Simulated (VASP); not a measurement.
# C in VASP: reference runs

How does C come out in PBE? The cell is run as given and disturbed.

Everything below comes from runs of VASP 6.6.1. Logs are shortened: lines on timing, memory, paths and dates and some standing lists are left out, and cuts for length are marked.

### 1 The structure

The cell holds a slab with vacuum, 2 atoms: a = 2.456 Å, b = 2.456 Å, c = 8.524 Å, α = 90.00°, β = 90.00°, γ = 120.00°.

The slab is cut from a database's or a generator's crystal, which needn't be the stable form of the element.

### 2 Single point, PBE

INCAR reads:

```
PREC     = Accurate       # precision mode
ENCUT    = 520            # plane-wave cutoff, eV
EDIFF    = 1E-7           # SCF threshold, eV
ISMEAR   = -1             # smearing method
SIGMA    = 0.05           # smearing width, eV
LREAL    = False          # projectors in reciprocal space
LASPH    = True           # aspherical terms in the spheres
NELM     = 80             # most SCF steps
ALGO     = Normal         # electronic algorithm
ISIF     = 2              # what is computed and relaxed
LWAVE    = False          # write WAVECAR
LCHARG   = False          # write CHGCAR
GGA      = PE             # functional
NBANDS   = 11             # bands
```

KPOINTS reads:

```
regular mesh
0
Gamma
  12 12 3
```

POSCAR reads:

```
C
1.0
    2.4561701622      0.0000000000      0.0000000000
   -1.2280850811      2.1271057565      0.0000000000
    0.0000000000      0.0000000000      8.5238033600
C
2
Direct
    0.6666666667      0.3333333333      0.0000000000
    0.3333333333      0.6666666667      0.0000000000
```

Potentials or basis: VASP PAW PBE potentials, release 64 (C).

Run with:

```
$ cat potpaw_PBE.64/C/POTCAR > POTCAR
$ mpirun -np 1 vasp_std > vasp.out
```

OUTCAR:

```text
PREC = Accurate
   ENCUT = 520
   EDIFF = 1E-7
   ISMEAR = -1
   LREAL = False
   LASPH = True
   NELM = 80
   ISIF = 2
   GGA = PE

 ion  position               nearest neighbor table
   1  0.667  0.333  0.000-   2 1.42   2 1.42   2 1.42
   2  0.333  0.667  0.000-   1 1.42   1 1.42   1 1.42

  LATTYP: Found a hexagonal cell.
 ALAT       =     2.4561701622
 C/A-ratio  =     3.4703635323

  Lattice vectors:

 A1 = (   2.4561701622,   0.0000000000,   0.0000000000)
 A2 = (  -1.2280850811,   2.1271057565,   0.0000000000)
 A3 = (   0.0000000000,   0.0000000000,   8.5238033600)

Analysis of symmetry for initial positions (statically):
=====================================================================
 Subroutine PRICEL returns:
 Original cell was already a primitive cell.

 Routine SETGRP: Setting up the symmetry group for a
 hexagonal supercell.

 Subroutine GETGRP returns: Found 24 space group operations
 (whereof 24 operations were pure point group operations)
 out of a pool of 24 trial point group operations.

The static configuration has the point symmetry D_6h.

Analysis of symmetry for dynamics (positions and initial velocities):
=====================================================================
 Subroutine PRICEL returns:
 Original cell was already a primitive cell.

 Routine SETGRP: Setting up the symmetry group for a
 hexagonal supercell.

 Subroutine GETGRP returns: Found 24 space group operations
 (whereof 24 operations were pure point group operations)
 out of a pool of 24 trial point group operations.

The dynamic configuration has the point symmetry D_6h.

 Subroutine INISYM returns: Found 24 space group operations
 (whereof 24 operations are pure point group operations),
 and found     1 'primitive' translations

----------------------------------------------------------------------------------------

                                     Primitive cell

  volume of cell :      44.5329

  direct lattice vectors                    reciprocal lattice vectors
     2.456170162  0.000000000  0.000000000     0.407137916  0.235061185  0.000000000
    -1.228085081  2.127105756  0.000000000     0.000000000  0.470122370  0.000000000
     0.000000000  0.000000000  8.523803360     0.000000000  0.000000000  0.117318521

  length of vectors
     2.456170162  2.456170162  8.523803360     0.470122370  0.470122370  0.117318521

  position of ions in fractional coordinates (direct lattice)
     0.666666667  0.333333333  0.000000000
     0.333333333  0.666666667  0.000000000

  ion indices of the primitive-cell ions
   primitive index   ion index
                 1           1
                 2           2

----------------------------------------------------------------------------------------

 KPOINTS: regular mesh

Automatic generation of k-mesh.
 Grid dimensions read from file:
 generate k-points for:   12   12    3

 Generating k-lattice:

  Cartesian coordinates                     Fractional coordinates (reciprocal lattice)
     0.033928160  0.019588432  0.000000000     0.083333333 -0.000000000  0.000000000
     0.000000000  0.039176864  0.000000000     0.000000000  0.083333333  0.000000000
     0.000000000  0.000000000  0.039106174     0.000000000  0.000000000  0.333333333

  Length of vectors
     0.039176864  0.039176864  0.039106174

  Shift w.r.t. Gamma in fractional coordinates (k-lattice)
     0.000000000  0.000000000  0.000000000

 Subroutine IBZKPT returns following result:
 ===========================================

 Found     38 irreducible k-points:

 Following reciprocal coordinates:
            Coordinates               Weight
  0.000000  0.000000  0.000000      1.000000
  0.083333  0.000000  0.000000      6.000000
  0.166667 -0.000000  0.000000      6.000000
  0.250000 -0.000000  0.000000      6.000000
  0.333333 -0.000000  0.000000      6.000000
  0.416667  0.000000  0.000000      6.000000
[... 30 lines left out ...]
  0.333333  0.250000  0.333333     24.000000
  0.333333  0.333333  0.333333      4.000000
   k-points           NKPTS =     38   k-points in BZ     NKDIM =     38   number of bands    NBANDS=     11
   number of dos      NEDOS =    301   number of ions     NIONS =      2
   total plane-waves  NPLWV =  20736
   dimension x,y,z NGX =    18 NGY =   18 NGZ =   64
   dimension x,y,z NGXF=    36 NGYF=   36 NGZF=  128
   ions per type =               2
   NGX,Y,Z   is equivalent  to a cutoff of  12.18, 12.18, 12.48 a.u.
   NGXF,Y,Z  is equivalent  to a cutoff of  24.37, 24.37, 24.96 a.u.
 SYSTEM =  unknown system
   PREC   = accura    normal or accurate (medium, high low for compatibility)
   ISTART =      0    job   : 0-new  1-cont  2-samecut
   ICHARG =      2    charge: 1-file 2-atom 10-const
   ISPIN  =      1    spin polarized calculation?
   LNONCOLLINEAR =      F non collinear calculations
   LSORBIT =      F    spin-orbit coupling
   LASPH  =      T    aspherical Exc in radial PAW
   ENCUT  =  520.0 eV  38.22 Ry    6.18 a.u.   4.57  4.57 15.85*2*pi/ulx,y,z
   NELM   =     80;   NELMIN=  2; NELMDL= -5     # of ELM steps
   EDIFF  = 0.1E-06   stopping-criterion for ELM
   LREAL  =      F    real-space projection
   EDIFFG = 0.1E-05   stopping-criterion for IOM
   NSW    =      0    number of steps for IOM
   IBRION =     -1    ionic relax: 0-MD 1-quasi-New 2-CG
   NFREE  =      0    steps in history (QN), initial steepest desc. (CG)
   ISIF   =      2    stress and relaxation
   ISYM   =      2    0-nonsym 1-usesym 2-fastsym
   POTIM  = 0.5000    time-step for ionic-motion
   TEBEG  =    0.0;   TEEND  =   0.0 temperature during run
   PSTRESS=    0.0 pullay stress
   NELECT =       8.0000    total number of electrons
   NUPDOWN=      -1.0000    fix difference up-down
   EMIN   =  10.00;   EMAX   =-10.00  energy-range for DOS
   EFERMI =   0.00;   METHOD = LEGACY
   ISMEAR =    -1;   SIGMA  =   0.05  broadening in eV -4-tet -1-fermi 0-gaus
   EFERMI_NEDOS =   21; number of points for ismear=-14 and -15
   IALGO  =     38    algorithm
   IMIX   =      4    mixing-type and parameters
     AMIX     =   0.40;   BMIX     =  1.00
     AMIX_MAG =   1.60;   BMIX_MAG =  1.00
  volume/ion in A,a.u.               =      22.27       150.26
  Fermi-wavevector in a.u.,A,eV,Ry     =   0.923729  1.745594 11.609511  0.853275
  Thomas-Fermi vector in A             =   2.049397
   LORBIT       =      0    0 simple, 1 ext, 2 COOP (PROOUT), +10 PAW based schemes
   GGA     = PE    functional components
   LHFCALC =     F    Hartree Fock is set to
   AEXX    =    0.0000 exact exchange contribution
   IVDW    =     0    specifies the selected vdW correction
   LEPSILON=     F    determine dielectric tensor
   LRPA    =     F    only Hartree local field effects (RPA)
 non-spin polarized calculation
  energy-cutoff  :      520.00
  volume of cell :       44.53
 maximum number of plane-waves:      1223
   NGX =  9   NGY =  9   NGZ = 31

 number of electron       7.9999997 magnetization

 Free energy of the ion-electron system (eV)
  ---------------------------------------------------
  ext. energy  EPLUGINS =         0.00000000
  ---------------------------------------------------
  free energy    TOTEN  =       -18.44283067 eV

  energy without entropy =      -18.44090526  energy(sigma->0) =      -18.44186796

 E-fermi :  -0.6710     XC(G=0):  -4.9911

 val. band max:       -0.6710649728   @ k =   0.3333   0.3333   0.3333
 cond. band min:      -0.6710187384   @ k =   0.3333   0.3333   0.0000
 fundamental gap:      0.0000462344
 Fermi energy:        -0.6710495622

 k-point     1 :       0.0000    0.0000    0.0000
  band No.  band energies     occupation
      1     -20.2899      2.00000
      2      -8.3691      2.00000
      3      -3.7124      2.00000
      4      -3.7124      2.00000
      5       2.2802      0.00000
      6       4.5966      0.00000
      7       6.2921      0.00000
      8       7.7128      0.00000
      9       7.7128      0.00000
     10      10.8994      0.00000
     11      12.0922      0.00000

 k-point     2 :       0.0833    0.0000    0.0000
  band No.  band energies     occupation
      1     -20.1247      2.00000
      2      -8.1714      2.00000
      3      -4.3663      2.00000
      4      -4.0550      2.00000
      5       2.5055      0.00000
      6       4.8167      0.00000
      7       6.5044      0.00000
      8       7.7928      0.00000
      9       8.4161      0.00000
     10      10.3270      0.00000
     11      12.3904      0.00000

 k-point     3 :       0.1667   -0.0000    0.0000
  band No.  band energies     occupation
      1     -19.6308      2.00000
      2      -7.5835      2.00000
      3      -6.0132      2.00000
      4      -4.8565      2.00000
      5       3.1813      0.00000
      6       5.4729      0.00000
      7       7.1239      0.00000
      8       7.7966      0.00000
      9       8.7950      0.00000
     10      10.2793      0.00000
     11      13.3416      0.00000

 k-point     4 :       0.2500   -0.0000    0.0000
  band No.  band energies     occupation
      1     -18.8142      2.00000
      2      -8.1246      2.00000
      3      -6.6247      2.00000
      4      -5.7453      2.00000
      5       4.3060      0.00000
      6       6.3875      0.00000
      7       6.8464      0.00000
      8       7.4242      0.00000
      9       8.3279      0.00000
     10      12.8554      0.00000
     11      14.6009      0.00000

 k-point     5 :       0.3333   -0.0000    0.0000
  band No.  band energies     occupation
      1     -17.6866      2.00000
      2     -10.3425      2.00000
      3      -6.4858      2.00000
      4      -5.3452      2.00000
      5       4.2855      0.00000
      6       5.8719      0.00000
      7       7.1407      0.00000
      8       8.1175      0.00000
      9       9.8211      0.00000
     10      15.2052      0.00000
     11      15.3619      0.00000
[... 407 lines left out ...]
 k-point    35 :       0.4167    0.1667    0.3333
  band No.  band energies     occupation
      1     -14.5708      2.00000
      2     -13.5811      2.00000
      3      -8.9539      2.00000
      4      -2.4514      2.00000
      5       0.7886      0.00000
      6       9.3750      0.00000
      7      10.8587      0.00000
      8      11.1114      0.00000
      9      11.4451      0.00000
     10      12.2139      0.00000
     11      13.6231      0.00000

 k-point    36 :       0.2500    0.2500    0.3333
  band No.  band energies     occupation
      1     -15.9741      2.00000
      2     -11.2331      2.00000
      3      -9.6911      2.00000
      4      -3.4394      2.00000
      5       2.1738      0.00000
      6       8.6066      0.00000
      7       9.3382      0.00000
      8      11.6267      0.00000
      9      11.8467      0.00000
     10      12.1081      0.00000
     11      14.3473      0.00000

 k-point    37 :       0.3333    0.2500    0.3333
  band No.  band energies     occupation
      1     -14.5374      2.00000
      2     -12.6693      2.00000
      3     -10.4022      2.00000
      4      -2.0398      2.00000
      5       0.6379      0.00000
      6      10.1681      0.00000
      7      10.8148      0.00000
      8      11.6579      0.00000
      9      12.3785      0.00000
     10      12.7363      0.00000
     11      14.6521      0.00000

 k-point    38 :       0.3333    0.3333    0.3333
  band No.  band energies     occupation
      1     -13.3069      2.00000
      2     -13.3069      2.00000
      3     -11.3184      2.00000
      4      -0.6711      1.00015
      5      -0.6711      1.00015
      6       9.9470      0.00000
      7      12.3239      0.00000
      8      12.3239      0.00000
      9      12.9436      0.00000
     10      14.0855      0.00000
     11      14.0855      0.00000

------------------------ aborting loop because EDIFF is reached ----------------------------------------

  FORCE on cell =-STRESS in cart. coord.  units (eV):
  Direction    XX          YY          ZZ          XY          YZ          ZX
  --------------------------------------------------------------------------------------
  -------------------------------------------------------------------------------------
  Total        0.6634464      0.6634464     -0.0106107      0.0000000     -0.0000000      0.0000000
  in kB       23.8690683     23.8690683     -0.3817455      0.0000000     -0.0000000      0.0000000
  external PRESSURE =      15.7854637 kB  Pullay stress =       0.0000000 kB

 VOLUME and BASIS-vectors are now :
 -----------------------------------------------------------------------------
  energy-cutoff  :      520.00
  volume of cell :       44.53
      direct lattice vectors                 reciprocal lattice vectors
     2.456170162  0.000000000  0.000000000     0.407137916  0.235061185  0.000000000
    -1.228085081  2.127105756  0.000000000     0.000000000  0.470122370  0.000000000
     0.000000000  0.000000000  8.523803360     0.000000000  0.000000000  0.117318521

 POSITION                                       TOTAL-FORCE (eV/Angst)
 -----------------------------------------------------------------------------------
      1.22809      0.70904      0.00000         0.000000      0.000000      0.000000
     -0.00000      1.41807      0.00000         0.000000     -0.000000     -0.000000
 -----------------------------------------------------------------------------------
    total drift:                                0.000000     -0.000000      0.000000

  FREE ENERGIE OF THE ION-ELECTRON SYSTEM (eV)
  ---------------------------------------------------
  free  energy   TOTEN  =       -18.4428306656 eV

  energy  without entropy=      -18.4409052568  energy(sigma->0) =      -18.44186796
```

It took 9.5 s on 1 thread of AMD EPYC 9R45 (Zen 5), shared host; peak memory 0.12 GiB.

Results:

```
Free energy            : -18.4428 eV
Band gap on the k mesh : none (metal or under the smearing width)
```

### 3 Single point, PBE (atoms moved at random, drawn with an rms of 0.05 Å)

INCAR reads:

```
SYSTEM = C
PREC = Accurate
ENCUT = 520
EDIFF = 1E-7
ISMEAR = -1
SIGMA = 0.05
LREAL = .FALSE.
LASPH = .TRUE.
NELM = 100
ALGO = Normal
ISIF = 2
LWAVE = .FALSE.
LCHARG = .FALSE.
GGA = PE
NBANDS = 11
```

KPOINTS reads:

```
regular mesh
0
G
  12 12 3
  0 0 0
```

POSCAR reads:

```
C
1.0
    2.4561701622      0.0000000000      0.0000000000
   -1.2280850811      2.1271057565      0.0000000000
    0.0000000000      0.0000000000      8.5238033600
C
2
Direct
    0.6562970000      0.3347220000     -0.0005970000
    0.3241040000      0.6627440000     -0.0010040000
```

Potentials or basis: VASP PAW PBE potentials, release 64 (C).

Run with:

```
$ cat potpaw_PBE.64/C/POTCAR > POTCAR
$ mpirun -np 1 vasp_std > vasp.out
```

OUTCAR:

```text
SYSTEM = C
   PREC = Accurate
   ENCUT = 520
   EDIFF = 1E-7
   ISMEAR = -1
   LREAL = .FALSE.
   LASPH = .TRUE.
   NELM = 100
   ISIF = 2
   GGA = PE

 ion  position               nearest neighbor table
   1  0.656  0.335  0.999-   2 1.40   2 1.42   2 1.43
   2  0.324  0.663  0.999-   1 1.40   1 1.42   1 1.43

  LATTYP: Found a hexagonal cell.
 ALAT       =     2.4561701622
 C/A-ratio  =     3.4703635323

  Lattice vectors:

 A1 = (   2.4561701622,   0.0000000000,   0.0000000000)
[... 774 lines left out ...]
------------------------ aborting loop because EDIFF is reached ----------------------------------------

  FORCE on cell =-STRESS in cart. coord.  units (eV):
  Direction    XX          YY          ZZ          XY          YZ          ZX
  --------------------------------------------------------------------------------------
  -------------------------------------------------------------------------------------
  Total        0.7348750      0.6218686     -0.0106007     -0.0489337     -0.0018532      0.0015877
  in kB       26.4388843     22.3732089     -0.3813866     -1.7605071     -0.0666719      0.0571212
  external PRESSURE =      16.1435689 kB  Pullay stress =       0.0000000 kB

 VOLUME and BASIS-vectors are now :
 -----------------------------------------------------------------------------
  energy-cutoff  :      520.00
  volume of cell :       44.53
      direct lattice vectors                 reciprocal lattice vectors
     2.456170162  0.000000000  0.000000000     0.407137916  0.235061185  0.000000000
    -1.228085081  2.127105756  0.000000000     0.000000000  0.470122370  0.000000000
     0.000000000  0.000000000  8.523803360     0.000000000  0.000000000  0.117318521

 POSITION                                       TOTAL-FORCE (eV/Angst)
 -----------------------------------------------------------------------------------
      1.20091      0.71199      8.51871         0.453886     -0.534847     -0.057903
     -0.01785      1.40973      8.51525        -0.453886      0.534847      0.057903
 -----------------------------------------------------------------------------------
    total drift:                                0.000014      0.000006      0.000006

  FREE ENERGIE OF THE ION-ELECTRON SYSTEM (eV)
  ---------------------------------------------------
  free  energy   TOTEN  =       -18.4377551801 eV

  energy  without entropy=      -18.4367246795  energy(sigma->0) =      -18.43723993
```

OSZICAR:

```text
N       E                     dE             d eps       ncg     rms          rms(c)
DAV:   1     0.240543713165E+02    0.24054E+02   -0.36379E+03  4815   0.582E+02
DAV:   2    -0.178325602446E+02   -0.41887E+02   -0.39244E+02  6233   0.130E+02
DAV:   3    -0.197415253098E+02   -0.19090E+01   -0.19025E+01  6031   0.273E+01
DAV:   4    -0.197594815621E+02   -0.17956E-01   -0.17949E-01  6549   0.322E+00
DAV:   5    -0.197596180360E+02   -0.13647E-03   -0.13646E-03  6176   0.244E-01    0.641E+00
DAV:   6    -0.188133099917E+02    0.94631E+00   -0.75845E-01  5527   0.504E+00    0.376E+00
DAV:   7    -0.184458975170E+02    0.36741E+00   -0.10254E+00  5832   0.581E+00    0.101E+00
DAV:   8    -0.184375883322E+02    0.83092E-02   -0.25589E-02  5835   0.940E-01    0.171E-01
DAV:   9    -0.184369285294E+02    0.65980E-03   -0.50053E-04  5661   0.141E-01    0.117E-01
DAV:  10    -0.184362380128E+02    0.69052E-03   -0.44403E-03  5169   0.269E-01    0.782E-02
DAV:  11    -0.184371979051E+02   -0.95989E-03   -0.16678E-04  5144   0.744E-02    0.357E-02
DAV:  12    -0.184376795853E+02   -0.48168E-03   -0.79448E-05  5141   0.557E-02    0.143E-02
DAV:  13    -0.184377367797E+02   -0.57194E-04   -0.41541E-06  4946   0.142E-02    0.428E-03
DAV:  14    -0.184377547642E+02   -0.17984E-04   -0.84388E-07  5302   0.506E-03    0.576E-04
DAV:  15    -0.184377552219E+02   -0.45763E-06   -0.59893E-08  5448   0.147E-03    0.744E-04
DAV:  16    -0.184377551801E+02    0.41736E-07   -0.51674E-09  5883   0.443E-04
   1 F= -.18437755E+02 E0= -.18437240E+02  d E =-.103050E-02
```

It took 52 s on 1 thread of AMD EPYC 9R45 (Zen 5), shared host; peak memory 0.17 GiB.

Results:

| Item | Value |
| --- | --- |
| Free energy | -18.4378 eV |
| Largest force | 0.704 eV/Å |
| Band gap on the k mesh | 0.20 eV, direct |

Forces on the atoms (eV/Å):
```
C    0.454 -0.535 -0.058
C   -0.454  0.535  0.058
```
